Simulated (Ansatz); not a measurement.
GaSe (P6_3/mmc) at 2 levels of theory

One geometry, relaxed with PBE; plane waves with PAW potentials in Ansatz, scalar-relativistic. No spin polarisation. Gaps are the least over mesh and band path; pressure is positive in compression.

```
CELL_PARAMETERS angstrom
3.81507 0.00000 0.00000
-1.90754 3.30395 0.00000
0.00000 0.00000 18.21314
ATOMIC_POSITIONS crystal
Ga 0.33333 0.66667 0.18223
Ga 0.66667 0.33333 0.68223
Ga 0.33333 0.66667 0.31777
Ga 0.66667 0.33333 0.81777
Se 0.33333 0.66667 0.61789
Se 0.66667 0.33333 0.11789
Se 0.33333 0.66667 0.88211
Se 0.66667 0.33333 0.38211
```

| level | cutoff (eV) | k mesh | gap (eV) | pressure (GPa) |
| --- | --- | --- | --- | --- |
| PBE | 420 | 12×12×2 | 1.34 | 0.0 |

Question: What comes out on the same cell with r2SCAN?

Answer:
```json
{"level": "r2SCAN", "cutoff (eV)": "500", "k mesh": "12×12×2", "gap (eV)": "1.81", "pressure (GPa)": "-1.9"}
```

The cell holds layers, chains or molecules and no dispersion correction was added, so their binding is poorly described.

It was relaxed from a cell as deposited in COD.
